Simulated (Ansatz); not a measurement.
**MgS (Niningerite) in Ansatz: the effect of functional**

The system is MgS (Niningerite).

```
S Mg
1.0
     0.00000    2.61888    2.61888
     2.61888    0.00000    2.61888
     2.61888    2.61888    0.00000
S Mg
1 1
Direct
  0.50000 0.50000 0.50000
  0.00000 0.00000 0.00000
```

The cell isn't the ideal one: volume scaled by 1.02.

Alike in all runs:

| Quantity | Value |
| --- | --- |
| Program | Ansatz 0.2.0 |
| Task | single point |
| Potentials or basis | Ansatz PAW |
| k mesh | 9 × 9 × 9 |
| Occupations | fermi-dirac, width 0.05 eV |
| Spin | no spin polarisation |

```csv
functional,cutoff,gap on the mesh (eV),pressure (GPa)
LDA,420 eV (not typed: the program's choice for these potentials),2.65,-4.6
r2SCAN,500 eV (not typed: the program's choice for these potentials),?,?
PBE,420 eV (not typed: the program's choice for these potentials),2.88,-0.3
```

Q: What does the run with functional r2SCAN give?

A: gap on the mesh 3.55 eV; pressure -1.5 GPa.

Caveats: odd divisions of the mesh miss points on the zone boundary, where band edges often lie, so the gap on the mesh can be too wide; the PAW data sets come from PBE, with cores solved anew for the run's functional, which leaves a small shift of forces and pressure (some runs).

A k mesh can miss the band edges.
